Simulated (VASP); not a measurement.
Write the native input for VASP 6.6.1 that does the following.

| Item | Value |
| --- | --- |
| Task | work function |
| Functional | PBEsol |
| Potentials or basis | VASP PAW PBE potentials, release 64 (Al, P) |
| Cutoff | 520 eV |
| k mesh | 4 × 6 × 1 |
| Occupations | gaussian, width 0.05 eV |
| Spin | no spin polarisation |
| Vacuum (Å) | 22 |
| Dipole correction | yes |
| Further INCAR settings | ALGO = Fast; EDIFF = 1e-07 |

The structure of AlP lies in POSCAR:

```
AlP
1.0
    5.4510000000      0.0000000000      0.0000000000
    0.0000000000      3.8544390640      0.0000000000
    0.0000000000      0.0000000000     35.4905367259
Al P
8 8
Direct
    0.5000000000      0.5000000000      0.3099417764
    0.0000000000      0.0000000000      0.3642441261
    0.5000000000      0.5000000000      0.4185464757
    0.0000000000      0.0000000000      0.4728488252
    0.5000000000      0.5000000000      0.5271511748
    0.0000000000      0.0000000000      0.5814535243
    0.5000000000      0.5000000000      0.6357558739
    0.0000000000      0.0000000000      0.6900582236
    0.7500000000      0.0000000000      0.3099417764
    0.2500000000      0.5000000000      0.3642441261
    0.7500000000      0.0000000000      0.4185464757
    0.2500000000      0.5000000000      0.4728488252
    0.7500000000      0.0000000000      0.5271511748
    0.2500000000      0.5000000000      0.5814535243
    0.7500000000      0.0000000000      0.6357558739
    0.2500000000      0.5000000000      0.6900582236
```

One way to write it, as run:

INCAR

```
ALGO = Fast
DIPOL = 0.5 0.5 0.500
EDIFF = 1E-7
ENCUT = 520
GGA = PS
IDIPOL = 3
ISIF = 2
ISMEAR = 0
KPAR = 8
LASPH = True
LCHARG = True
LDIPOL = True
LREAL = False
LVACPOTAV = True
LVHAR = True
LWAVE = False
NELM = 80
PREC = Accurate
SIGMA = 0.05
```

KPOINTS

```
k-points
0
Gamma
  4 6 1
```

Potentials or basis: VASP PAW PBE potentials, release 64 (Al, P).

The run is started by

```bash
$ cat potpaw_PBE.64/Al/POTCAR potpaw_PBE.64/P/POTCAR > POTCAR
$ mpirun -np 8 vasp_std > vasp.out
```

It gave:

```json
{"Largest force": "1.970 eV/Å", "Band gap on the k mesh": "1.04 eV, indirect (least direct gap 1.11 eV)", "Ionisation potential of the upper face": "4.97 eV"}
```

Caveat: the PAW data sets were made with another functional, which shifts forces and pressure a little.

Wall time 3.9 min on 8 MPI ranks on Intel(R) Xeon(R) Platinum 8488C (Sapphire Rapids) (shared host), peak memory 0.87 GiB a rank.
